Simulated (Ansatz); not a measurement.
An Ansatz input (plane waves, PAW) for MnAs (zincblende structure) that has something wrong with it:

```yaml
crystal:
  lattice:
    - [0.0, 2.8299541856, 2.8299541856]
    - [2.8299541856, 0.0, 2.8299541856]
    - [2.8299541856, 2.8299541856, 0.0]
  atoms:
    - { symbol: Mn, position: [0.0, 0.0, 0.0], spin: 3.5 }
    - { symbol: As, position: [0.25, 0.25, 0.25] }
basis:
  ecutwfc: 420
  ecutrho_ratio: 4
kpoints:
  mp_grid: { grid: [12, 12, 12] }
hamiltonian:
  xc: pbe
scf:
  occupations: { method: gaussian, width: 0.05 }
  max_iter: 80
output:
  forces: true
  stress: true
magnetization:
  spin_polarized: true
total_charge: 0.5
```

Launched as:
```sh
ansatz run input.yaml --threads 2 --pin off --max-ram 2662MiB --backend cpu --events-out ev --progress --plain --runs-dir out
```

**Question.** What is wrong with it?

**Answer.** A charge that the system can't hold. Against the sound input: total_charge: 0.5 (the cap on iterations is only a precaution).

What the program printed:

```
SCF iter   1: F=—  HF=-8759.249952 eV  |F-HF|=—  |Δ(HF+E_count)|=         —  Δρ=7.87e-2 (↑7.87e-2 ↓2.78e-2)  dr2=3.47e0  dr2_m=5.41e-1  M=3.500 μB ∫|m|=4.122 μB  β_m=0.30  ethr=3.10e-3  ⟨swp⟩=5.4  Hψ=12545  notcnv=0
Mixer restart at iter 1: flushing history
SCF iter   2: F=—  HF=-8759.111479 eV  |F-HF|=—  |Δ(HF+E_count)|=   1.38e-1  Δρ=3.86e-2 (↑3.86e-2 ↓2.15e-2)  dr2=1.24e0  dr2_m=1.73e-1  M=3.500 μB ∫|m|=4.129 μB  β_m=0.45  ethr=3.10e-3  ⟨swp⟩=2.7  Hψ=5959  notcnv=0  defer=245
SCF iter   3: F=—  HF=-8758.955266 eV  |F-HF|=—  |Δ(HF+E_count)|=   1.56e-1  Δρ=1.35e-2 (↑1.35e-2 ↓1.16e-2)  dr2=3.64e-1  dr2_m=1.78e-2  M=3.500 μB ∫|m|=4.177 μB  β_m=0.63  ethr=3.10e-3  ⟨swp⟩=2.5  Hψ=4840  notcnv=0  defer=245
SCF iter   4: F=—  HF=-8758.849086 eV  |F-HF|=—  |Δ(HF+E_count)|=   1.06e-1  Δρ=7.75e-3 (↑7.75e-3 ↓3.42e-3)  dr2=4.61e-2  dr2_m=4.03e-3  M=3.500 μB ∫|m|=4.233 μB  β_m=0.80  ethr=1.23e-3  ⟨swp⟩=2.4  Hψ=5240  notcnv=0  defer=241
SCF iter   5: F=—  HF=-8758.853884 eV  |F-HF|=—  |Δ(HF+E_count)|=         —  Δρ=2.45e-3 (↑2.45e-3 ↓1.62e-3)  dr2=6.69e-3  dr2_m=1.69e-4  M=3.500 μB ∫|m|=4.241 μB  β_m=0.80  ethr=1.56e-4  ⟨swp⟩=2.2  Hψ=5593  notcnv=0  defer=235
Mixer restart at iter 5: flushing history
SCF iter   6: F=—  HF=-8758.855837 eV  |F-HF|=—  |Δ(HF+E_count)|=   1.95e-3  Δρ=1.58e-3 (↑1.58e-3 ↓8.79e-4)  dr2=3.26e-3  dr2_m=1.48e-4  M=3.500 μB ∫|m|=4.247 μB  β_m=0.71  ethr=2.27e-5  ⟨swp⟩=2.0  Hψ=5623  notcnv=0  defer=235
...
SCF iter  10: F=—  HF=-8758.856822 eV  |F-HF|=—  |Δ(HF+E_count)|=   1.44e-5  Δρ=9.66e-5 (↑9.66e-5 ↓4.54e-5)  dr2=5.89e-6  dr2_m=3.38e-7  M=3.500 μB ∫|m|=4.243 μB  β_m=0.90  ethr=5.28e-8  ⟨swp⟩=2.0  Hψ=3855  notcnv=0  defer=235
SCF iter  11: F=—  HF=-8758.856823 eV  |F-HF|=—  |Δ(HF+E_count)|=   1.79e-6  Δρ=1.52e-5 (↑1.38e-5 ↓1.52e-5)  dr2=4.03e-7  dr2_m=2.36e-9  M=3.500 μB ∫|m|=4.243 μB  β_m=0.95  ethr=2.00e-8  ⟨swp⟩=2.0  Hψ=3684  notcnv=0  defer=235
SCF iter  12: F=—  HF=-8758.856823 eV  |F-HF|=—  |Δ(HF+E_count)|=   1.11e-7  Δρ=4.74e-6 (↑4.49e-6 ↓4.74e-6)  dr2=3.45e-8  dr2_m=5.64e-11  M=3.500 μB ∫|m|=4.243 μB  β_m=0.97  ethr=1.37e-9  ⟨swp⟩=2.0  Hψ=3836  notcnv=0  defer=235
SCF iter  13: F=-8758.856823 eV  HF=-8758.856823 eV  |F-HF|=1.86e-9  |Δ(HF+E_count)|=   2.42e-8  Δρ=2.09e-6 (↑1.50e-6 ↓2.09e-6)  dr2=7.54e-9  dr2_m=6.63e-11  M=3.500 μB ∫|m|=4.243 μB  ethr=1.17e-10  ⟨swp⟩=2.0  Hψ=8795  notcnv=0
```

```
SCF 1 converged in 13 iterations: F = -8758.856823 eV  dr2 = 7.54e-9
SCF converged after 13 iterations
Magnetization: 3.5000 μB (16.5000 up, 13.0000 down)
Absolute magnetization: 4.2371 μB (∫|ρ↑−ρ↓|, with the PAW one-centre terms)
Per-site moments (μB) at R_I (Å): [(3.52802, 1.01096), (-0.24052, 1.01096)]
Free energy (F): -8758.856823 eV
E sigma→0 (E₀):  -8758.856523 eV
Entropy (-TS):   -0.000601 eV (-0.301 meV/atom)
Fermi energy:    8.246088 eV
--- Forces (eV/Å), atoms counted from 1 ---
  atom   1  Mn     0.00000000     0.00000000     0.00000000
  atom   2  As     0.00000000     0.00000000     0.00000000
--- Stress (GPa, compression-positive) ---
        3.407129       0.000000       0.000000
        0.000000       3.407129       0.000000
        0.000000       0.000000       3.407129
  P = ⅓ Tr σ = 3.4071 GPa (34.071 kbar)
```

The run converged all the same, so nothing but a comparison shows the fault. The net charge is balanced by a uniform background. It ran for 10 s on 2 threads of Arm Neoverse V1 (shared host), peak memory 0.43 GiB. The run before the change (PBE, 420 eV, 12×12×12 mesh) gave:

```tsv
run	P (GPa)	gap on the mesh (eV)	cell moment (μB)	largest force component (eV/Å)
sound	0.0	metal	3.72	0.000
spoiled	3.4	metal	3.50	0.000
```

The two runs also differ in their start: the sound one had the moments 3.88, 0.00 μB typed, and went on from the state of an earlier run.

The start was a prototype's sites filled with these elements. The Crystallography Open Database lists the compound in space group Pnma, so this is a trial structure.

Of that run: The run wasn't fully tested for a lower electronic state. The moments were started parallel, and the real magnetic order may be another.
